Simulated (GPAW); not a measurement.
## PbSe (Clausthalite): dielectric tensor with PBE

**What was measured.**

From a printed reference work, monograph, for a bulk crystal of PbSe at 300 K: band gap 0.28 eV (direct).

The system is PbSe (Clausthalite).

```xyz
2
Lattice="0.0000 3.0606 3.0606 3.0606 0.0000 3.0606 3.0606 3.0606 0.0000" Properties=species:S:1:pos:R:3 pbc="T T T"
Pb    0.0000    0.0000    0.0000
Se    3.0606    3.0606    3.0606
```

```yaml
Program: GPAW 26.7.0
Task: dielectric tensor
Functional: PBE
Potentials_or_basis: GPAW PAW data sets (gpaw-data 1.2.1)
Cutoff: 500 eV
Basis: pw
k_mesh: 6 × 6 × 6
Occupations: fermi-dirac, width 0.001 eV
Spin: no spin polarisation
Response_ecut: 80 eV
Kernel: LR0.2
Maxiter: 150
Response_k_mesh: 19 × 19 × 19
Response_bands: 30
Kernels: "[\"LR0.2\"]"
Coarser_k_mesh: 19 × 19 × 19
```

The band gap on the k mesh is 0.24 eV, direct and the electronic dielectric tensor (diagonal) is 31.27.

Electronic dielectric tensor:
```
31.27  0.00  0.00
 0.00 31.27  0.00
 0.00  0.00 31.27
```

It took 5.1 min on 1 thread of Arm Neoverse V1, on a shared host, peak memory 0.56 GiB.

Against the measured gap of PbSe, 0.28 eV (direct; 300 K; a printed reference work, monograph), the calculated 0.24 eV is off by -0.04 eV. 2 values of this kind are on record (0.15 to 0.28 eV); this one was drawn at random. Spin-orbit coupling on Pb, Se is left out. The value is that of PBE on a finite k mesh, which can miss the band edges, without temperature or zero-point motion. Semilocal functionals fall short of measured gaps as a rule.

Caveat: the gap is small at this level, which inflates the dielectric constant; the long-wavelength limit can be off by a per cent or two; spin-orbit coupling is left out, which as a rule narrows the gap of such compounds by several tenths of an eV; an odd mesh through Γ misses points on the zone boundary, where band edges often lie.
